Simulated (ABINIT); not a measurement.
Runs of ABINIT 10.8.3 (patched build) on MgB2. Symmetry: P6/mmm, No. 191, hexagonal system. The conventional cell has a = 3.085 Å, b = 3.085 Å, c = 3.523 Å, α = 90.00°, β = 90.00°, γ = 120.00°. Mg (site symmetry 6/mmm) has 12 B at 2.51 Å as nearest neighbours. Around B (site symmetry -6m2) lie 3 B at 1.78 Å. 

| share of exact exchange | gap on the mesh (eV) | pressure (GPa) |
| --- | --- | --- |
| 0.5 | none | -4.8 |
| 0.35 | none | (a) |
| 0.05 | none | (b) |
| 0.25 | none | -3.4 |
| 0.15 | none | -3.3 |

Alike in all rows: task single point; level PBE0; potentials or basis SPMS NC PBE v1.0; no spin polarisation; cell as given; k mesh 4 × 4 × 3; cutoff (eV) 707; smearing fermi-dirac 0.05 eV; the mesh is coarse, so values aren't converged.

**Question.** Estimate the missing entries.

**Answer.** (a) -4.0; (b) -2.6.

Caveats: all runs use coarse meshes; exact exchange is summed on a coarse mesh, which widens gaps by tenths of an eV; the potentials were made for another functional, which shifts forces and pressure.

A gap of «none» marks a metal or a gap under the smearing width.

Runs at the PBE level aren't shown here.
